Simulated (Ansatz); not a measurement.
# Zr (P6_3/mmc) in Ansatz: a series of runs

One crystal, Zr, is run at these levels: PBE; tasks: single point, equation of state.

Everything below comes from runs of Ansatz 0.2.0. Logs are shortened: lines on timing, memory, paths and dates and some standing lists are left out, and cuts for length are marked.

### Step 1. The structure

Symmetry: P6_3/mmc, No. 194, hexagonal system. The conventional cell has a = 3.232 Å, b = 3.232 Å, c = 5.147 Å, α = 90.00°, β = 90.00°, γ = 120.00°. Around Zr (site symmetry -6m2) lie 12 Zr at 3.18 to 3.23 Å.

### Step 2. Single point, PBE, 21.88 Å³/atom (volume scaled by 0.94)

Input file input.yaml:

```yaml
crystal:
  lattice:
    - [3.1660223034, 0.0, 0.0]
    - [-1.5830111517, 2.7418557436, 0.0]
    - [0.0, 0.0, 5.0419297016]
  atoms:
    - { symbol: Zr, position: [0.6666666667, 0.3333333333, 0.75] }
    - { symbol: Zr, position: [0.3333333333, 0.6666666667, 0.25] }
hamiltonian:
  xc: pbe
  pseudopotentials: { kind: nc, accuracy: stringent }
kpoints:
  mp_grid: { grid: [9, 9, 5] }
scf:
  occupations: { method: fermi_dirac, width: 0.05 }
output:
  forces: true
  stress: true
  eigenvalues: true
```

Potentials or basis: PseudoDojo stringent (PBE files).

Run with:

```bash
$ ansatz run input.yaml --threads 2 --pin off --max-ram 5632MiB --backend cpu --events-out ev --progress --plain --runs-dir out
```

Log:

```text
Warning: The stringent table, which hamiltonian.pseudopotentials names, holds the potential of the library's standard table for Zr (one content_sha256, or a second file that the publisher made of the same generator input, which states another). The run takes no other species from the library, so that hamiltonian.pseudopotentials.accuracy: standard would change no potential of it. The deck needs no change, but a comparison with a run at hamiltonian.pseudopotentials.accuracy: standard does not test the potential of Zr. With hamiltonian.pseudopotentials.accuracy and source left out a run reads another potential of Zr, from this project's own files. To test it, run on another potential, such as that of hamiltonian.pseudopotentials: {kind: paw}
Warning: RAYON_NUM_THREADS=2 ignored (pool sized by the plan → 2); use --threads N
Engine: ansatz 0.2.0, aarch64-unknown-linux-gnu
Pseudopotentials: kind: nc
Pseudopotential: Zr, nc, valence charge 12, recommended cutoff 897.975746 eV (normal), Zr.nc.azcp (PseudoDojo's, or run here from an input of PseudoDojo's; its table is named by hamiltonian.pseudopotentials.accuracy)
Functional definition: PBE
  parameter kappa = 0.804
  parameter beta = 0.06672455060314922
  exchange = pbe_x(kappa = kappa, mu = beta*pi^2/3)
  correlation = pbe_c(beta = beta)
Crystal: 2 atoms, lattice volume = 43.768 Å³
Basis set: ecut = 897.975746 eV, 2683 PW (Γ), exchange–correlation on 64×64×100 points (8 copies of the dense FFT grid, shifted against one another)
Bands: 16, of which v1, the nominal top of the filled ones, is band 12 counted from 1 (11 counted from 0)
Symmetry: 24 space group operations
Space group: P63/mmc (ITA 194), of the structure as read, at distance tolerance 3.5e-5 Å
k-points: 36 of 405
Non-local potential: Zr, projectors of the file, l = 0: 2, l = 1: 2, l = 2: 2
Initial density: superposition of atomic densities (chi_scale 0.1, normalization cell)
Initial wavefunctions: pseudopotential atomic-orbital guess
Functional: x = pbe(κ = 0.804, μ = 0.2195149727645171), c = pbe(β = 0.06672455060314922)
SCF iter   1: F=—  HF=-2755.037769 eV  |F-HF|=—  |Δ(HF+E_count)|=         —  Δρ=2.98e-2  dr2=4.70e-1  ethr=3.10e-3  ⟨swp⟩=5.6  Hψ=2870  notcnv=0
preconditioner: auto → none  [metal: Δε(μ)=0.034 eV  Ē_g=3.424 eV  σ=0.050 eV  W_gap=0.17  n_scr=8 (ndim 8)  ℏωp=15.9 eV  f_vac=0.000  D(μ)=1.97/eV (n_scr^D=22)  sad-step TF]
SCF iter   2: F=—  HF=-2754.932135 eV  |F-HF|=—  |Δ(HF+E_count)|=   1.06e-1  Δρ=1.80e-2  dr2=1.70e-1  ethr=1.96e-3  ⟨swp⟩=2.0  Hψ=981  notcnv=0
SCF iter   3: F=—  HF=-2754.880575 eV  |F-HF|=—  |Δ(HF+E_count)|=   5.16e-2  Δρ=1.12e-3  dr2=3.77e-4  ethr=7.06e-4  ⟨swp⟩=3.7  Hψ=1204  notcnv=0
SCF iter   4: F=—  HF=-2754.880635 eV  |F-HF|=—  |Δ(HF+E_count)|=   6.02e-5  Δρ=2.39e-4  dr2=7.27e-6  ethr=1.57e-6  ⟨swp⟩=2.5  Hψ=1050  notcnv=0
SCF iter   5: F=—  HF=-2754.880642 eV  |F-HF|=—  |Δ(HF+E_count)|=   7.03e-6  Δρ=2.38e-5  dr2=1.06e-7  ethr=3.03e-8  ⟨swp⟩=2.2  Hψ=836  notcnv=0
SCF iter   6: F=-2754.880642 eV  HF=-2754.880642 eV  |F-HF|=7.26e-10  |Δ(HF+E_count)|=   4.95e-8  Δρ=3.84e-6  dr2=3.38e-9  ethr=4.17e-10  ⟨swp⟩=7.0  Hψ=3144  notcnv=0
SCF 1 converged in 6 iterations: F = -2754.880642 eV  dr2 = 3.38e-9
SCF converged after 6 iterations
Free energy (F): -2754.880642 eV
Harris-Foulkes:  -2754.880642 eV  (|F-HF|=7.26e-10)
Internal energy: -2754.863642 eV  (E = F + TS)
E sigma→0 (E₀):  -2754.872142 eV
Entropy (-TS):   -0.017000 eV (-8.500 meV/atom)
Fermi energy:    15.174231 eV
--- Per-component energies (eV) ---
  E_band       = -164.841912
  E_kinetic    = 790.111610
  E_local      = -1502.051768  (includes V_loc(G=0)·N_el)
  E_nonlocal   = 288.701246
  E_hartree    = 355.771343
  E_xc         = -546.547116
  E_vxc        = -453.145191  (∫ρ·V_xc dr)
  E_ewald      = -2140.848957
  E_smearing   = -0.017000  (= −TS)
  E_closure    = -0.000000  (closes the sum)
  Σ components = -2754.880642   (vs F -2754.880642, Δ=0.00e0)
--- Forces (eV/Å), atoms counted from 1 ---
  atom   1  Zr     0.00000000    -0.00000000    -0.00000000
  atom   2  Zr    -0.00000000     0.00000000     0.00000000
  max |Σ_I F_I| component: 0.00e0 eV/Å
--- Stress (GPa, compression-positive) ---
        6.655994       0.000000       0.000000
        0.000000       6.655994       0.000000
        0.000000       0.000000       8.133002
  P = ⅓ Tr σ = 7.1483 GPa (71.483 kbar)
--- Band table (eV; the first three rows and the last of 36) ---
  k-point 0: bands = ["-33.5689", "-33.3692", "-12.2157", "-11.1634", "-11.1634", "-10.9935", "-10.9935", "-10.9923", "9.4094", "11.9585", "16.0261", "16.0261", "16.1967", "16.5833", "16.7826", "16.7826"]
  k-point 1: bands = ["-33.5502", "-33.3886", "-12.1067", "-11.1474", "-11.1474", "-11.1182", "-11.0099", "-11.0099", "9.7620", "11.9535", "15.8793", "15.8793", "15.9290", "15.9759", "16.5299", "16.5299"]
  k-point 2: bands = ["-33.5009", "-33.4392", "-11.8144", "-11.4376", "-11.1052", "-11.1052", "-11.0527", "-11.0527", "10.6728", "11.6189", "15.2266", "15.3801", "15.8333", "15.8333", "16.0893", "16.0893"]
  k-point 35: bands = ["-33.3464", "-33.3464", "-11.9222", "-11.9222", "-11.7183", "-11.5969", "-11.2034", "-11.2034", "13.5705", "13.6255", "13.6255", "13.9477", "15.2076", "15.2076", "17.0705", "17.7366"]
```

It took 1.8 s on 2 threads of Arm Neoverse V2, shared host; peak memory 0.33 GiB.

What came out:

* Free energy: -2754.8806 eV
* Pressure: 7.1 GPa
* Band gap on the k mesh: none (metal or under the smearing width)

### Step 3. Single point, PBE, 22.35 Å³/atom (volume scaled by 0.96)

Edit input.yaml of step 2 so:

```diff
@@ -2,5 +2,5 @@
   lattice:
-    - [3.1660223034, 0.0, 0.0]
-    - [-1.5830111517, 2.7418557436, 0.0]
-    - [0.0, 0.0, 5.0419297016]
+    - [3.1883189697, 0.0, 0.0]
+    - [-1.5941594848, 2.7611652231, 0.0]
+    - [0.0, 0.0, 5.0774374186]
   atoms:
@@ -19 +19,5 @@
   eigenvalues: true
+  write_density: true
+  write_potential: true
+  elf: true
+  volumetric_format: npy
```

Potentials or basis: PseudoDojo stringent (PBE files).

Run with:

```bash
$ ansatz run input.yaml --threads 2 --pin off --max-ram 5632MiB --backend cpu --events-out ev --progress --plain --runs-dir out
```

It took 2.6 s on 2 threads of Arm Neoverse V2, shared host; peak memory 0.34 GiB.

It converged, with:

| Item | Value |
| --- | --- |
| Free energy | -2754.9152 eV |
| Pressure | 4.8 GPa |
| Band gap on the k mesh | none (metal or under the smearing width) |

### Step 4. Single point, PBE, 22.82 Å³/atom (volume scaled by 0.98)

Edit input.yaml of step 3 so:

```diff
@@ -2,5 +2,5 @@
   lattice:
-    - [3.1883189697, 0.0, 0.0]
-    - [-1.5941594848, 2.7611652231, 0.0]
-    - [0.0, 0.0, 5.0774374186]
+    - [3.2103080712, 0.0, 0.0]
+    - [-1.6051540356, 2.7802083436, 0.0]
+    - [0.0, 0.0, 5.112455335]
   atoms:
@@ -19,5 +19 @@
   eigenvalues: true
-  write_density: true
-  write_potential: true
-  elf: true
-  volumetric_format: npy
```

Run with:

```bash
$ ansatz run input.yaml --threads 2 --pin off --max-ram 5632MiB --backend cpu --events-out ev --progress --plain --runs-dir out
```

Run time: 1.8 s. Hardware: 2 threads of Arm Neoverse V2, shared host; peak memory 0.33 GiB.

It converged, with:

```
Free energy            : -2754.9364 eV
Pressure               : 2.6 GPa
Band gap on the k mesh : none (metal or under the smearing width)
```

### Step 5. Single point, PBE, 23.28 Å³/atom

Edit input.yaml of step 4 so:

```diff
@@ -2,5 +2,5 @@
   lattice:
-    - [3.2103080712, 0.0, 0.0]
-    - [-1.6051540356, 2.7802083436, 0.0]
-    - [0.0, 0.0, 5.112455335]
+    - [3.232, 0.0, 0.0]
+    - [-1.616, 2.798994105, 0.0]
+    - [0.0, 0.0, 5.147]
   atoms:
@@ -19 +19,5 @@
   eigenvalues: true
+  write_density: true
+  write_potential: true
+  elf: true
+  volumetric_format: npy
```

Run with:

```bash
$ ansatz run input.yaml --threads 2 --pin off --max-ram 5632MiB --backend cpu --events-out ev --progress --plain --runs-dir out
```

Run time: 2.7 s. Hardware: 2 threads of Arm Neoverse V2, shared host; peak memory 0.34 GiB.

Results (log left out):

```yaml
Free_energy: -2754.9455 eV
Pressure: 0.6 GPa
Band_gap_on_the_k_mesh: none (metal or under the smearing width)
```

### Step 6. Single point, PBE, 23.75 Å³/atom (volume scaled by 1.02)

Edit input.yaml of step 5 so:

```diff
@@ -2,5 +2,5 @@
   lattice:
-    - [3.232, 0.0, 0.0]
-    - [-1.616, 2.798994105, 0.0]
-    - [0.0, 0.0, 5.147]
+    - [3.2534045973, 0.0, 0.0]
+    - [-1.6267022986, 2.81753103, 0.0]
+    - [0.0, 0.0, 5.1810870861]
   atoms:
```

Potentials or basis: PseudoDojo stringent (PBE files).

Run with:

```bash
$ ansatz run input.yaml --threads 2 --pin off --max-ram 5632MiB --backend cpu --events-out ev --progress --plain --runs-dir out
```

It took 2.9 s on 2 threads of Arm Neoverse V2, shared host; peak memory 0.34 GiB.

It converged, with:

| Item | Value |
| --- | --- |
| Free energy | -2754.9434 eV |
| Pressure | -1.3 GPa |
| Band gap on the k mesh | none (metal or under the smearing width) |

### Step 7. Single point, PBE, 24.21 Å³/atom (volume scaled by 1.04)

Edit input.yaml of step 6 so:

```diff
@@ -2,5 +2,5 @@
   lattice:
-    - [3.2534045973, 0.0, 0.0]
-    - [-1.6267022986, 2.81753103, 0.0]
-    - [0.0, 0.0, 5.1810870861]
+    - [3.2745311931, 0.0, 0.0]
+    - [-1.6372655966, 2.8358271987, 0.0]
+    - [0.0, 0.0, 5.2147314515]
   atoms:
```

Run with:

```bash
$ ansatz run input.yaml --threads 2 --pin off --max-ram 5632MiB --backend cpu --events-out ev --progress --plain --runs-dir out
```

Run time: 2.5 s. Hardware: 2 threads of Arm Neoverse V2, shared host; peak memory 0.35 GiB.

It converged, with:

```
Free energy            : -2754.9309 eV
Pressure               : -3.0 GPa
Band gap on the k mesh : none (metal or under the smearing width)
```

### Step 8. Single point, PBE, 24.68 Å³/atom (volume scaled by 1.06)

Edit input.yaml of step 7 so:

```diff
@@ -2,5 +2,5 @@
   lattice:
-    - [3.2745311931, 0.0, 0.0]
-    - [-1.6372655966, 2.8358271987, 0.0]
-    - [0.0, 0.0, 5.2147314515]
+    - [3.2953886421, 0.0, 0.0]
+    - [-1.647694321, 2.8538902793, 0.0]
+    - [0.0, 0.0, 5.247947197]
   atoms:
```

Run with:

```bash
$ ansatz run input.yaml --threads 2 --pin off --max-ram 5632MiB --backend cpu --events-out ev --progress --plain --runs-dir out
```

Run time: 2.5 s. Hardware: 2 threads of Arm Neoverse V2, shared host; peak memory 0.36 GiB.

Results (log left out):

* Free energy: -2754.9090 eV
* Pressure: -4.5 GPa
* Band gap on the k mesh: none (metal or under the smearing width)

### Step 9. Equation of state, PBE

Potentials or basis: PseudoDojo stringent.

No new run: the results of the series are fitted here.

Results:

| Quantity | Value |
| --- | --- |
| Equilibrium volume | 23.42 Å³/atom |
| Bulk modulus at fixed shape and positions | 94 GPa |
| Pressure derivative of the bulk modulus | 3.2 |

Energy against volume, from the lowest point:
```tsv
volume (Å³/atom)	energy (meV/atom)
21.884	32.42
22.350	15.16
22.815	4.53
23.281	0.00
23.746	1.07
24.212	7.29
24.678	18.24
```

Caveat: the cell was scaled at fixed shape and fractional positions, which overstates the stiffness of a crystal with free parameters, most of all of layers and chains.
